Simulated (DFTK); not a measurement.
# BeTe (F-43m) in DFTK: a series of runs, part 2 of 2

DFTK 0.8.2.

**11. Equation of state, BLYP**

Contents of run.jl:

```julia
using DFTK
using PseudoPotentialData
using Unitful, UnitfulAtomic
using LinearAlgebra, Printf
include("save.jl")
disable_threading()

lines     = readlines("BeTe.xyz")
cell_ang  = reshape(parse.(Float64, split(match(r"Lattice=\"([^\"]+)\"", lines[2])[1])), 3, 3)
lattice   = austrip(1u"Å") * cell_ang
symbols   = [Symbol(split(l)[1]) for l in lines[3:end]]
positions = [round.(cell_ang \ parse.(Float64, split(l)[2:4]); digits=9) for l in lines[3:end]]
pseudopotentials = PseudoFamily("cp2k.nc.sr.pbe.v0_1.largecore.gth")
elements = Dict(s => ElementPsp(s, pseudopotentials) for s in unique(symbols))
atoms    = [elements[s] for s in symbols]

build_model(lattice, positions; symmetries=true) =
    model_DFT(lattice, atoms, positions;
              functionals=[:gga_x_b88, :gga_c_lyp],
              temperature=austrip(0.05u"eV"),
              smearing=Smearing.FermiDirac(),
              symmetries)
Ecut  = 37.0  # hartree
kgrid = [6, 6, 6]
tol   = 1e-6
to_GPa = ustrip(uconvert(u"GPa", 1u"hartree/bohr^3"))

results["points"] = []
for scale in [0.94, 0.96, 0.98, 1.0, 1.02, 1.04, 1.06]
    println("\n=== scale = ", scale)
    model = build_model(cbrt(scale) * lattice, positions)
    basis = PlaneWaveBasis(model; Ecut, kgrid)
    t0 = time()
    scfres = self_consistent_field(basis;
                                   tol,
                                   nbandsalg=AdaptiveBands(model; n_bands_converge=10))
    seconds = time() - t0
    @printf "SCF: %d iterations, %.1f s\n" scfres.n_iter seconds
    forces = compute_forces_cart(scfres)
    stress = compute_stresses_cart(scfres)
    @printf "V = %.5f Å^3  F = %.8f Ha  max force = %.5f eV/Å  p = %.4f GPa\n" ustrip(auconvert(u"Å^3", model.unit_cell_volume)) scfres.energies.total ustrip(auconvert(u"eV/Å", maximum(norm, forces))) (-tr(stress) / 3 * to_GPa)
    push!(results["points"], save_scf!(scfres; forces, stress, d=Dict{String,Any}("seconds" => seconds, "n_matvec" => get(scfres, :n_matvec, 0))))
end

# third-order Birch-Murnaghan fit in x = V^(-2/3)
V = [0.94, 0.96, 0.98, 1.0, 1.02, 1.04, 1.06] * abs(det(lattice))
E = [p["total"] for p in results["points"]]
x = V .^ (-2 / 3)
c = [x .^ 0 x x .^ 2 x .^ 3] \ E
Δ = c[3]^2 - 3c[2] * c[4]
if Δ > 0
    x0 = (-c[3] + sqrt(Δ)) / 3c[4]
    B0 = 4 / 9 * x0^(7 / 2) * (2c[3] + 6c[4] * x0)
    @printf "V0 = %.4f Å^3  B0 = %.2f GPa\n" ustrip(auconvert(u"Å^3", x0^(-3 / 2))) B0 * to_GPa
end
```

Contents of BeTe.xyz:

```xyz
2
Lattice="0.0000000000 2.7700000000 2.7700000000 2.7700000000 0.0000000000 2.7700000000 2.7700000000 2.7700000000 0.0000000000" Properties=species:S:1:pos:R:3 pbc="T T T"
Te     4.1550000000      4.1550000000      4.1550000000
Be     0.0000000000      0.0000000000      0.0000000000
```

Potentials or basis: cp2k.nc.sr.pbe.v0_1.largecore.gth (PBE, GTH).

Launch:

```console
> julia --threads=1 run.jl  # save.jl only writes the numbers to a file and isn't shown; printed stress counts tension as positive; times include loading and compiling
```

Wall time 4.5 min (1 thread of Intel Xeon Platinum 8375C at 2.90GHz (Ice Lake), shared host); peak memory 1.6 GiB.

The run converged. Its results:

```
Equilibrium volume : 22.59 Å³/atom (rough: see the caveat)
Bulk modulus       : 223 GPa (rough)
```

Energy against volume, from the lowest point:
```csv
volume (Å³/atom),energy (meV/atom)
19.979,91.44
20.404,85.31
20.829,63.64
21.254,37.76
21.679,26.19
22.104,6.46
22.529,0.00
```

Caveat: the minimum lies outside the volumes run; the fit is doubtful: noisy points or a state that changes with volume; the cutoff is short for these potentials, so energies and forces aren't converged, fitted volumes are rough and the log's stress (off by 3 to 10 GPa or more in trials) isn't used; the potentials were made for another functional, which shifts forces and pressure. Spin-orbit coupling is left out, which matters for the levels of Te.

**12. Equation of state, r2SCAN**

run.jl: that of step 11 with these lines changed.

```diff
@@ -7,9 +7,8 @@
 
-lines     = readlines("BeTe.xyz")
-cell_ang  = reshape(parse.(Float64, split(match(r"Lattice=\"([^\"]+)\"", lines[2])[1])), 3, 3)
-lattice   = austrip(1u"Å") * cell_ang
-symbols   = [Symbol(split(l)[1]) for l in lines[3:end]]
-positions = [round.(cell_ang \ parse.(Float64, split(l)[2:4]); digits=9) for l in lines[3:end]]
-pseudopotentials = PseudoFamily("cp2k.nc.sr.pbe.v0_1.largecore.gth")
-elements = Dict(s => ElementPsp(s, pseudopotentials) for s in unique(symbols))
+lines     = readlines("POSCAR")
+lattice   = austrip(1u"Å") * parse(Float64, lines[2]) * hcat([parse.(Float64, split(l)) for l in lines[3:5]]...)
+symbols   = vcat([fill(Symbol(s), parse(Int, n)) for (s, n) in zip(split(lines[6]), split(lines[7]))]...)
+positions = [parse.(Float64, split(l)[1:3]) for l in lines[9:8+length(symbols)]]
+pseudopotentials = Dict(:Be => "Be.upf", :Te => "Te.upf")
+elements = Dict(s => ElementPsp(s, pseudopotentials; rcut=10.0) for s in unique(symbols))
 atoms    = [elements[s] for s in symbols]
@@ -18,3 +17,3 @@
     model_DFT(lattice, atoms, positions;
-              functionals=[:gga_x_b88, :gga_c_lyp],
+              functionals=r2SCAN(),
               temperature=austrip(0.05u"eV"),
@@ -22,4 +21,4 @@
               symmetries)
-Ecut  = 37.0  # hartree
-kgrid = [6, 6, 6]
+Ecut  = 45.0  # hartree
+kgrid = [5, 5, 5]
 tol   = 1e-6
@@ -35,3 +34,4 @@
                                    tol,
-                                   nbandsalg=AdaptiveBands(model; n_bands_converge=10))
+                                   nbandsalg=AdaptiveBands(model; n_bands_converge=15),
+                                   solver=ScfAndersonSolver())
     seconds = time() - t0
```

Contents of POSCAR:

```
BeTe
1.0
    0.0000000000      2.7700000000      2.7700000000
    2.7700000000      0.0000000000      2.7700000000
    2.7700000000      2.7700000000      0.0000000000
Te Be
1 1
Direct
    0.7500000000      0.7500000000      0.7500000000
    0.0000000000      0.0000000000      0.0000000000
```

Potentials or basis: SG15 1.2 (PBE).

Launch:

```console
> julia --threads=1 run.jl  # save.jl only writes the numbers to a file and isn't shown; printed stress counts tension as positive; times include loading and compiling
```

The log of the run:

```text
=== scale = 0.94
n     Energy            log10(ΔE)   log10(Δρ)   log10(Δτ)   Diag   Δtime
---   ---------------   ---------   ---------   ---------   ----   ------
  1   -100.3114891385                   -0.98        0.98    5.1    13.9s
  2   -100.3153156139       -2.42       -1.58        0.48    1.6    7.46s
  3   -100.3165974530       -2.89       -2.06       -1.56    3.1    9.65s
  4   -100.3166114546       -4.85       -2.53       -2.13    1.6    7.63s
  5   -100.3166131765       -5.76       -3.69       -3.09    2.3    7.14s
  6   -100.3166133195       -6.84       -3.88       -3.18    3.6    9.39s
  7   -100.3166133237       -8.37       -4.61       -3.89    1.1    6.31s
  8   -100.3166133241       -9.45       -5.13       -4.58    2.9    9.17s
  9   -100.3166133241      -10.93       -6.26       -5.40    2.3    7.28s
SCF: 9 iterations, 78.4 s
V = 39.95739 Å^3  F = -100.31661332 Ha  max force = 0.00000 eV/Å  p = 8.5612 GPa

=== scale = 0.96
n     Energy            log10(ΔE)   log10(Δρ)   log10(Δτ)   Diag   Δtime
---   ---------------   ---------   ---------   ---------   ----   ------
  1   -100.3133040933                   -0.99        0.98    5.4    11.9s
[... 43 further cycles ...]
  9   -100.3208421814      -10.72       -6.21       -5.49    2.1    7.17s
SCF: 9 iterations, 69.0 s
V = 44.20818 Å^3  F = -100.32084218 Ha  max force = 0.00000 eV/Å  p = 0.6724 GPa

=== scale = 1.06
n     Energy            log10(ΔE)   log10(Δρ)   log10(Δτ)   Diag   Δtime
---   ---------------   ---------   ---------   ---------   ----   ------
  1   -100.3171363377                   -1.02        0.98    5.2    11.1s
  2   -100.3195752505       -2.61       -1.59        0.48    1.0    6.15s
  3   -100.3208348759       -2.90       -2.03       -1.55    3.1    8.04s
  4   -100.3208545316       -4.71       -2.47       -2.07    1.4    5.75s
  5   -100.3208568863       -5.63       -3.60       -2.97    2.2    7.28s
  6   -100.3208570937       -6.68       -3.80       -3.10    3.5    8.34s
  7   -100.3208571007       -8.16       -4.50       -3.81    1.3    5.76s
  8   -100.3208571013       -9.17       -5.01       -4.52    2.7    8.38s
  9   -100.3208571014      -10.69       -6.17       -5.47    2.1    6.47s
SCF: 9 iterations, 67.7 s
V = 45.05834 Å^3  F = -100.32085710 Ha  max force = 0.00000 eV/Å  p = -0.5206 GPa
V0 = 44.6808 Å^3  B0 = 62.96 GPa
```

Run time: 18 min. Hardware: 1 thread of Intel Xeon Platinum 8375C at 2.90GHz (Ice Lake), shared host; peak memory 1.7 GiB.

What came out:

* Equilibrium volume: 22.34 Å³/atom
* Bulk modulus: 63 GPa
* Pressure derivative of the bulk modulus: 3.6

Energy against volume, from the lowest point:
```tsv
volume (Å³/atom)	energy (meV/atom)
19.979	57.74
20.404	37.53
20.829	22.03
21.254	10.88
21.679	3.72
22.104	0.20
22.529	0.00
```

Caveat: the k mesh is coarse (spacing up to 0.39 Å⁻¹), so the values aren't converged; the potentials were made for another functional, which shifts forces and pressure. Spin-orbit coupling is left out, which matters for the levels of Te.
